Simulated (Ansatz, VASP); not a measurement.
**Mo in VASP and in Ansatz**

```
Mo
1.0
    -1.55546    1.55546    1.55546
     1.55546   -1.55546    1.55546
     1.55546    1.55546   -1.55546
Mo
1
Direct
  0.00000 0.00000 0.00000
```

Alike in both runs: task relaxation of cell and atoms; functional LDA; k mesh 16 × 16 × 16; occupations fermi-dirac, width 0.15 eV; no spin polarisation.

|  | VASP | Ansatz |
| --- | --- | --- |
| version | VASP 6.6.1 | Ansatz 0.2.0 |
| potentials or method | VASP PAW LDA potentials, release 64 (Mo_sv) | scalar-relativistic, plane waves, PAW |
| plane-wave cutoff (eV) | 600 | 600 |
| valence electrons in the cell | 14 | 14 |

```tsv
	VASP	Ansatz	Ansatz less VASP
gap on the k mesh at the Fermi level, each at its own relaxed structure (eV)	none	none	-
relaxed volume (Å³/atom)	15.12	15.06	-0.057
relaxed cell length with the largest relative difference (Å)	2.698	2.695	-0.0034
```

A gap of «none» marks a metal or a gap that the smearing closes. Ansatz warned: «pseudo_functional_mismatch».
